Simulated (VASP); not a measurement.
# Ga3P2: single point with PBE

Crystal: Ga3P2.

```xyz
10
Lattice="3.2404 1.8708 5.5603 -3.2404 1.8708 5.5603 0.0000 -3.7416 5.5603" Properties=species:S:1:pos:R:3 pbc="T T T"
Ga   -1.3960   -1.8708    6.9503
Ga    2.3182   -0.2736    6.9503
Ga   -0.9222    2.1444    6.9503
Ga    1.3960    1.8708    9.7305
Ga   -2.3182    0.2736    9.7305
Ga    0.9222   -2.1444    9.7305
P     0.0000    0.0000   14.3669
P     0.0000    0.0000   10.6543
P     0.0000    0.0000    2.3139
P     0.0000    0.0000    6.0265
```

The cell was built by a generator and needn't be a form met in nature.

- Program: VASP 6.6.1
- Task: single point
- Functional: PBE
- Potentials or basis: VASP PAW PBE potentials, release 64 (Ga_d, P)
- Cutoff: 520 eV
- k mesh: 3 × 3 × 3
- Occupations: gaussian, width 0.1 eV
- Spin: no spin polarisation

The pressure is 0.2 GPa. The largest force is 0.020 eV/Å and the band gap on the k mesh is none (metal or under the smearing width).

Forces on the atoms (eV/Å):
```
Ga  -0.004  0.000  0.000
Ga   0.002 -0.003  0.000
Ga   0.002  0.003  0.000
Ga   0.004  0.000  0.000
Ga  -0.002  0.003  0.000
Ga  -0.002 -0.003  0.000
P    0.000  0.000 -0.020
P    0.000  0.000  0.020
P    0.000  0.000  0.020
P    0.000  0.000 -0.020
```

Stress tensor (GPa, compression positive):
```
0.23 0.00 0.00
0.00 0.23 0.00
0.00 0.00 0.05
```

Levels at points of the mesh, in eV from the Fermi level:
| k point | band 47 | band 48 | band 49 | band 50 | band 51 | band 52 |
| --- | --- | --- | --- | --- | --- | --- |
| (0.00, 0.00, 0.00) | -1.69 | -1.60 | -1.60 | 2.12 | 2.12 | 2.66 |

Run time: 48 s on 1 thread of Intel(R) Xeon(R) 6975P-C (Granite Rapids), with other jobs on the host, peak memory 0.35 GiB.

Caveat: the k mesh is coarse (spacing up to 0.39 Å⁻¹), so the values aren't converged.
